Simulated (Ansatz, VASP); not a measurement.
## One calculation of ZrB, two programs

INCAR

```
PREC = Accurate ; ENCUT = 520
EDIFF = 1E-6 ; ISMEAR = 0
SIGMA = 0.15 ; LREAL = False
LASPH = True ; NELM = 100
ALGO = Normal ; ISIF = 2
LWAVE = False ; LCHARG = False
GGA = CA ; NBANDS = 14
```

Contents of KPOINTS:

```
Automatic mesh
0
Gamma
  18 18 18
```

POSCAR

```
ZrB
1.0
    0.0000000000      2.6002156764      2.1675397878
    2.6002156764      0.0000000000      2.1675397878
    2.6002156764      2.6002156764      0.0000000000
Zr B
1 1
Direct
    0.0000000000      0.0000000000      0.0000000000
    0.5000000000      0.5000000000      0.5000000000
```

Input for Ansatz:

```yaml
crystal:
  lattice:
    - [0.0, 2.6002156764, 2.1675397878]
    - [2.6002156764, 0.0, 2.1675397878]
    - [2.6002156764, 2.6002156764, 0.0]
  atoms:
    - { symbol: Zr, position: [0.0, 0.0, 0.0] }
    - { symbol: B, position: [0.5, 0.5, 0.5] }
basis:
  ecutwfc: 520.0
kpoints:
  mp_grid: { grid: [18, 18, 18] }
hamiltonian:
  xc: lda
scf:
  occupations: { method: gaussian, width: 0.15 }
output:
  forces: true
  stress: true
  eigenvalues: true
```

Alike in both runs: task single point; functional LDA; k mesh 18 × 18 × 18; occupations gaussian, width 0.15 eV; no spin polarisation.

|  | VASP | Ansatz |
| --- | --- | --- |
| version | VASP 6.6.1 | Ansatz 0.2.0 |
| potentials or method | VASP PAW LDA potentials, release 64 (Zr_sv, B) | scalar-relativistic, plane waves, PAW |
| plane-wave cutoff (eV) | 520 | 520 |
| valence electrons in the cell | 15 | 15 |

Ansatz gave:

* gap on the k mesh at the Fermi level (eV): none
* pressure (GPa): -0.4
* largest component of the traceless stress (GPa): 31.83

Task: What did VASP give for the same quantities?

Result: gap on the k mesh at the Fermi level (eV): none; pressure (GPa): -0.2; largest component of the traceless stress (GPa): 31.91.

A gap of «none» marks a metal or a gap that the smearing closes.
